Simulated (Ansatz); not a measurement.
Here is an Ansatz 0.2.0 calculation.

File input.yaml:

```yaml
crystal:
  lattice: { a: 4.61180869, b: 4.61180869, c: 5.07286111, alpha: 90.0, beta: 90.0, gamma: 120.0 }
  space_group: 166
  setting: { hermann_mauguin: R-3m }
  reduce_to_primitive: true
  atoms:
    - { symbol: Te, position: [0.0, 0.0, 0.5] }
kpoints:
  mp_grid: { grid: [9, 9, 9] }
scf:
  occupations: { method: gaussian, width: 0.15 }
hamiltonian:
  xc: { exchange: revpbe, correlation: lda }
  pseudopotentials: { kind: all_electron, datasets: crystal }
output:
  forces: true
  stress: true
  wannier:
    kmesh: [6, 6, 6]
    projections: [{ species: Te, l: s }, { species: Te, l: p }]
    disentanglement: { window: [-16, 20] }
```

Potentials or basis: all-electron PAW datasets made for the crystal.

Launch:

```bash
$ ansatz run input.yaml --threads 1 --pin off --max-ram 2560MiB --backend cpu --events-out ev --progress --plain --runs-dir out
```

(1) What does it give for the band gap on the k mesh?

(2) Estimate the pressure.

Results:

(1) none (metal or under the smearing width).

(2) 10.0 GPa.
